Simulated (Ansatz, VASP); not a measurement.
**BeSe: VASP beside Ansatz**

```
Be Se
1.0
     0.00000    2.58104    2.58104
     2.58104    0.00000    2.58104
     2.58104    2.58104    0.00000
Be Se
1 1
Direct
  0.00000 0.00000 0.00000
  0.25000 0.25000 0.25000
```

Alike in both runs: task single point; functional HSE06; k mesh 4 × 4 × 4; no spin polarisation.

|  | VASP | Ansatz |
| --- | --- | --- |
| version | VASP 6.6.1 | Ansatz 0.2.0 |
| potentials or method | VASP PAW PBE potentials, release 64 (Be, Se) | plane waves, PAW |
| plane-wave cutoff (eV) | 520 | 420 |
| occupations | gaussian, width 0.01 eV | fixed |
| valence electrons in the cell | 8 | 18 |

VASP gave:

* gap on the k mesh at the Fermi level (eV): 3.51
* pressure (GPa): -0.4

Estimate Ansatz's values.

gap on the k mesh at the Fermi level (eV): 3.50; pressure (GPa): -0.2.

The two sets of potentials don't hold the same shells in valence. Ansatz warned: «stress_exchange_threshold_loose».

Caveats: the k mesh is coarse (spacing up to 0.53 Å⁻¹), so the values aren't converged, least of all with exact exchange; the PAW data sets were made with another functional, which shifts forces and pressure a little (VASP). A k mesh can miss the band edges.
